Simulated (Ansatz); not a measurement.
Molecular dynamics on a 2×2×2 supercell (16 atoms) of BaO (Fm-3m), relaxed with r2SCAN. Forces come from r2SCAN in the PAW code Ansatz: a Langevin thermostat at fixed volume, 100 K, steps of 2 fs. Spin polarisation is off, nuclei are classical, and the run is far too short for thermal averages.

```yaml
crystal:
  lattice:
    - [0.0, 5.5438856933, 5.5438856933]
    - [5.5438856933, 0.0, 5.5438856933]
    - [5.5438856933, 5.5438856933, 0.0]
  atoms:
    - { symbol: Ba, position: [0.0, 0.0, 0.0] }
    - { symbol: O, position: [0.25, 0.25, 0.25] }
    - { symbol: Ba, position: [0.0, 0.0, 0.5] }
    - { symbol: O, position: [0.25, 0.25, 0.75] }
    - { symbol: Ba, position: [0.0, 0.5, 0.0] }
    - { symbol: O, position: [0.25, 0.75, 0.25] }
    - { symbol: Ba, position: [0.0, 0.5, 0.5] }
    - { symbol: O, position: [0.25, 0.75, 0.75] }
    - { symbol: Ba, position: [0.5, 0.0, 0.0] }
    - { symbol: O, position: [0.75, 0.25, 0.25] }
    - { symbol: Ba, position: [0.5, 0.0, 0.5] }
    - { symbol: O, position: [0.75, 0.25, 0.75] }
    - { symbol: Ba, position: [0.5, 0.5, 0.0] }
    - { symbol: O, position: [0.75, 0.75, 0.25] }
    - { symbol: Ba, position: [0.5, 0.5, 0.5] }
    - { symbol: O, position: [0.75, 0.75, 0.75] }
kpoints:
  mp_grid: { grid: [2, 2, 2] }
hamiltonian:
  xc: r2scan
scf:
  occupations: { method: fermi_dirac, width: 0.02 }
md:
  ensemble: nvt_langevin
  temperature: 100
  timestep: 2.0
  n_steps: 20
  initial_velocities: maxwell_boltzmann
  seed: 1188
```

Run as `ansatz run input.yaml --threads 4 --pin off --max-ram 3686MiB --backend cpu --events-out ev --progress --plain --runs-dir out`. Wall time 3.1 min on 4 threads of Arm Neoverse V1 (shared host), load about 0.5 per core; peak host memory 1.9 GiB.

| step | t (fs) | T (K) | free energy F from step 0 (meV/atom) | kinetic energy (meV/atom) | largest force (eV/Å) |
| --- | --- | --- | --- | --- | --- |
| 0 | 0 | 94 | 0.0 | 12.1 | 0.00 |
| 1 | 2 | 92 | 0.0 | 11.8 | 0.04 |
| 2 | 4 | 85 | 0.2 | 11.0 | 0.07 |
| 3 | 6 | 80 | 0.4 | 10.3 | 0.11 |
| 4 | 8 | 80 | 0.7 | 10.3 | 0.14 |
| 5 | 10 | 82 | 1.1 | 10.6 | 0.18 |
| 6 | 12 | 74 | 1.5 | 9.6 | 0.21 |
| 7 | 14 | 80 | 1.9 | 10.3 | 0.23 |
| 8 | 16 | 75 | 2.4 | 9.7 | 0.26 |
| 9 | 18 | 76 | 2.9 | 9.8 | 0.28 |
| 10 | 20 | 66 | 3.3 | 8.6 | 0.30 |
| 11 | 22 | 59 | 3.8 | 7.7 | 0.31 |
| 12 | 24 | 52 | 4.1 | 6.7 | 0.32 |
| 13 | 26 | 47 | 4.5 | 6.0 | 0.33 |
| 14 | 28 | 45 | 4.8 | 5.8 | 0.34 |
| 15 | 30 | 42 | 5.0 | 5.4 | 0.34 |
| 16 | 32 | 50 | 5.2 | 6.5 | 0.34 |
| 17 | 34 | 57 | 5.3 | 7.4 | 0.34 |
| 18 | 36 | 63 | 5.4 | 8.1 | 0.35 |
| 19 | 38 | 63 | 5.6 | 8.2 | 0.35 |
| 20 | 40 | 64 | 5.8 | 8.3 | 0.35 |

The temperature starts at 94 K, is lowest at step 15 (42 K, 30 fs) and ends at 64 K. The thermostat hasn't had time to restore it. The atoms start on their lattice sites with kinetic energy alone, so much of it first passes into potential energy. By the last step the atoms have moved 0.07 Å in the root mean square, the drift of the whole cell taken out, 0.13 Å at most.

Positions (Å) and forces (eV/Å) at step 20:
```
Ba  -0.028  -0.007   0.011     0.126   0.073  -0.069
O    2.858   2.840   2.764    -0.133  -0.021   0.102
Ba   2.781   2.752  -0.005    -0.211   0.095   0.052
O    5.565   5.431   2.741    -0.132   0.261   0.198
Ba   2.758   0.044   2.781     0.029  -0.112   0.012
O    5.561   2.760   5.580     0.035   0.029  -0.033
Ba   5.544   2.767   2.737     0.074  -0.082   0.197
O    8.292   5.506   5.582     0.025   0.033   0.095
Ba  -0.039   2.798   2.801     0.172   0.099  -0.157
O    2.815   5.459   5.615    -0.018   0.166  -0.150
Ba   2.792   5.521   2.772    -0.185  -0.096   0.054
O    5.611   8.326   5.504    -0.112  -0.159   0.084
Ba   2.764   2.761   5.589     0.099   0.121  -0.132
O    5.528   5.509   8.397     0.126  -0.024  -0.219
Ba   5.533   5.524   5.511     0.067  -0.164   0.134
O    8.356   8.406   8.406     0.040  -0.218  -0.168
```
